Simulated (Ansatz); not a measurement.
The system is Pb.

```
Pb
1.0
     0.00000    2.47502    2.47502
     2.47502    0.00000    2.47502
     2.47502    2.47502    0.00000
Pb
1
Direct
  0.00000 0.00000 0.00000
```

```yaml
Program: Ansatz 0.2.0
Task: relaxation of cell and atoms
Functional: PBEsol
Dispersion: D4
Potentials_or_basis: all-electron LAPW, scalar-relativistic
Basis_error_allowed: 0.001 eV/atom
k_mesh: 9 × 9 × 9
Occupations: fermi-dirac, width 0.05 eV
Spin: no spin polarisation
```

At the start: volume 30.32 Å³/atom.

Question: Where does the relaxation end?

Answer: Over 4 steps the energy falls by 7.3 meV/atom and the volume is 29.16 Å³/atom (-3.8 %); space group Fm-3m (No. 225, to 0.05 Å).

The path:
```csv
step,energy change (eV),largest force (eV/Å),volume (Å³)
1,0.0000,0.0000,30.32
2,-0.0072,0.0000,29.01
3,-0.0073,0.0000,29.16
4,-0.0073,0.0000,29.16
```

Final structure:
```
Pb
1.0
     0.00000    2.44298    2.44298
     2.44298    0.00000    2.44298
     2.44298    2.44298    0.00000
Pb
1
Direct
  0.00000 0.00000 0.00000
```

The cell as given is a measured one (30.32 Å³/atom); PBEsol+D4 puts the equilibrium volume -3.8 % from it, thermal expansion not counted.
